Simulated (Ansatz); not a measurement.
HgSe: pressure against volume per atom

Results calculated with Ansatz 0.2.0, not measured. Periodic Kohn-Sham DFT of a crystal at fixed atoms; pressure and stress are positive in compression; the energy is the free energy less that of spherical unpolarised free atoms; site moments are those in the method's own spheres, positive along +z.

Cell of the first row (space group F-43m, No. 216):
```
cell vectors (Å)
   0.0000     2.9950     2.9950
   2.9950     0.0000     2.9950
   2.9950     2.9950     0.0000
atoms (fractions of the cell vectors)
Hg  0.00000  0.00000  0.00000
Se  0.75000  0.75000  0.75000
```

Settings of every row: method frozen-core PAW; functional PBE; relativity scalar; k mesh 9x9x9; filling fermi-dirac; smearing width 0.02 eV; wave cutoff 420 eV; paw set soft_2.

Atom start moment: 0 on all atoms.

Limits: no spin-orbit coupling on heavy atoms.

| row | volume per atom (Å³) | pressure (GPa) |
| --- | --- | --- |
| 1 | 26.864 | 7.857 |
| 2 | 27.424 | 6.299 |
| 3 | 27.984 | ? |
| 4 | 28.543 | 3.658 |
| 5 | 29.103 | 2.541 |

Question: what pressure should row 3 give?

Worked fit of pressure. Take u = (V_r/V)^(2/3) − 1 with V_r = 27.983 Å³ an atom, which is twice the finite (Eulerian) strain; such expansions in the strain, on which the Birch-Murnaghan equation of state is built, carry the rest volume and the bulk modulus. The shown rows have u = 0.02758, 0.01354, -0.01312, -0.02582. Least squares give pressure = 4.9065 + 99.024 × u + 287.8 × u² GPa; a straight line predicts inner rows, each left out in turn, worse (root mean square 0.12 against 0.0027 GPa). The rows lie off it by 0.001, -0.001, 0.001, -0.001. The withheld row has u = -2e-05, so the fit gives 4.9065 + 99.024 × (-2e-05) + 287.8 × (-2e-05)² = 4.905 GPa.

The calculation gave 4.905 GPa. The fit meets it to the printed digit.
